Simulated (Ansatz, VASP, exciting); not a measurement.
## One calculation of GaP, 3 ways

```
CELL_PARAMETERS angstrom
0.00000 2.72525 2.72525
2.72525 0.00000 2.72525
2.72525 2.72525 0.00000
ATOMIC_POSITIONS crystal
Ga 0.00000 0.00000 0.00000
P 0.75000 0.75000 0.75000
```

Alike in all runs: task single point; functional PBE; k mesh 8 × 8 × 8; occupations gaussian, width 0.011 eV; no spin polarisation; no spin-orbit coupling. Pressure is positive in compression and, in plane waves, holds the error of the finite cutoff.

```csv
program and potentials,plane-wave cutoff (eV),notes,band gap (eV),pressure (GPa)
"exciting, all-electron LAPW+lo, shipped species files, valence relativity iora*",-,-,?,-
"Ansatz, all-electron LAPW, scalar-relativistic",-,-,1.64,2.48
"VASP, PBE PAW files Ga_d, P, 520 eV",520,-,1.64,2.48
```

Question: Estimate from the other rows what the run with exciting, all-electron LAPW+lo, shipped species files, valence relativity iora* gave.

Answer: Band gap 1.65 eV. The other rows, which needn't bracket it: band gap 1.64; pressure 2.48.
